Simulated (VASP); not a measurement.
Write the native input for VASP 6.6.1 that does the following.

| Quantity | Value |
| --- | --- |
| Task | single point |
| Functional | PBE |
| Potentials or basis | VASP PAW PBE potentials, release 64 (Al) |
| Cutoff | 520 eV |
| k mesh | 18 × 18 × 18 |
| Occupations | methfessel-paxton, width 0.2 eV |
| Spin | no spin polarisation |
| Further INCAR settings | ALGO = Normal; EDIFF = 1e-07 |

The structure of Al lies in POSCAR:

```
Al                                      
1.0
    0.0000000000      1.9787597562      1.9787597562
    1.9787597562      0.0000000000      1.9787597562
    1.9787597562      1.9787597562      0.0000000000
  Al            
     1
Direct
     0.0000000000000000    0.0000000000000000    0.0000000000000000
```

The cell isn't the ideal one: a relaxed cell with its volume scaled by 0.94.

These files were run (other wordings do the same):

INCAR

```
  PREC = Accurate
  ENCUT = 520
  EDIFF = 1E-7
  ISMEAR = 1
  SIGMA = 0.2
  LREAL = F
  LASPH = T
  NELM = 100
  ALGO = Normal
  ISIF = 2
  LWAVE = F
  LCHARG = F
  GGA = PE
```

KPOINTS

```
regular mesh
0
Gamma
  18 18 18
```

Potentials or basis: VASP PAW PBE potentials, release 64 (Al).

The run is started by

```console
$ cat potpaw_PBE.64/Al/POTCAR > POTCAR
$ mpirun -np 1 vasp_std > vasp.out
```

It gave:

```yaml
Pressure: 5.5 GPa
Band_gap_on_the_k_mesh: none (metal or under the smearing width)
```

It took 7.4 s on 1 thread of Intel(R) Xeon(R) Platinum 8488C (Sapphire Rapids), with other jobs on the host, peak memory 0.13 GiB.
